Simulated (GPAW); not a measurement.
Input of a GPAW 26.7.0 run:

run.py

```python
from ase.eos import EquationOfState
from ase.io import Trajectory, read
from ase.units import GPa
from gpaw import GPAW, PW, setup_paths

setup_paths.insert(0, '.')

atoms = read('C.xyz')

traj = Trajectory('eos.traj', 'w')
volumes, energies = [], []
for x in [0.94, 0.96, 0.98, 1.0, 1.02, 1.04, 1.06]:
    a = atoms.copy()
    a.set_cell(atoms.cell * x**(1 / 3), scale_atoms=True)
    calc = GPAW(mode=PW(800),
                xc='PBE',
                kpts={'size': (13, 13, 13), 'gamma': True},
                occupations={'name': 'fermi-dirac', 'width': 0.05},
                nbands=11,
                convergence={'density': 1e-05, 'energy': 1e-05},
                maxiter=150,
                txt=f'eos-{x:.2f}.txt')
    a.calc = calc
    energies.append(a.get_potential_energy(force_consistent=True))
    volumes.append(a.get_volume())
    p = -a.get_stress()[:3].mean() / GPa
    calc.write(f'eos-{x:.2f}.gpw')
    traj.write(a)
    print(f'{x:.2f} {volumes[-1]:10.4f} A^3 {energies[-1]:14.6f} eV {p:9.3f} GPa', flush=True)

v0, e0, B = EquationOfState(volumes, energies, eos='birchmurnaghan').fit()
print(f'V0 = {v0:.4f} A^3, E0 = {e0:.6f} eV, B0 = {B / GPa:.2f} GPa')
```

The input C.xyz:

```xyz
2
Lattice="0.0000000000 1.7833700000 1.7833700000 1.7833700000 0.0000000000 1.7833700000 1.7833700000 1.7833700000 0.0000000000" Properties=species:S:1:pos:R:3 pbc="T T T"
C      2.6750550000      2.6750550000      2.6750550000
C      1.7833700000      1.7833700000      1.7833700000
```

Potentials or basis: PAW data sets generated in the run's folder for this functional, pw.

Command:

```bash
$ gpaw-setup -f PBE C
$ OMP_NUM_THREADS=1 python run.py
```

Task: Estimate the equilibrium volume.

Result: 5.70 Å³/atom.

Task: Predict the pressure derivative of the bulk modulus.

Result: 3.7.

Task: What does it give for the bulk modulus?

Result: 433 GPa.

Energy against volume, from the lowest point:
```tsv
volume (Å³/atom)	energy (meV/atom)
5.332	35.71
5.445	16.47
5.558	4.81
5.672	0.00
5.785	1.45
5.899	8.60
6.012	20.96
```

**Measured values to compare with.**

From “Equation of state of cubic boron nitride at high pressures and temperatures”, 2007, arxiv:cond-mat/0702656, for a bulk crystal of C: bulk modulus 442 ± 5 GPa.

A measured bulk modulus of C is 442 GPa (quoted in “Equation of state of cubic boron nitride at high pressures and temperatures”, 2007, arxiv:cond-mat/0702656); the calculated 433 GPa misses it by -2.0 %. 3 values of this kind are on record (442 to 444.8 GPa); this one was drawn at random among those near their median, those with a stated uncertainty first. The fit is for a static lattice scaled at fixed shape and fixed fractional positions. The cell as given is a measured one (5.67 Å³/atom); PBE puts the equilibrium volume +0.5 % from it, thermal expansion not counted.
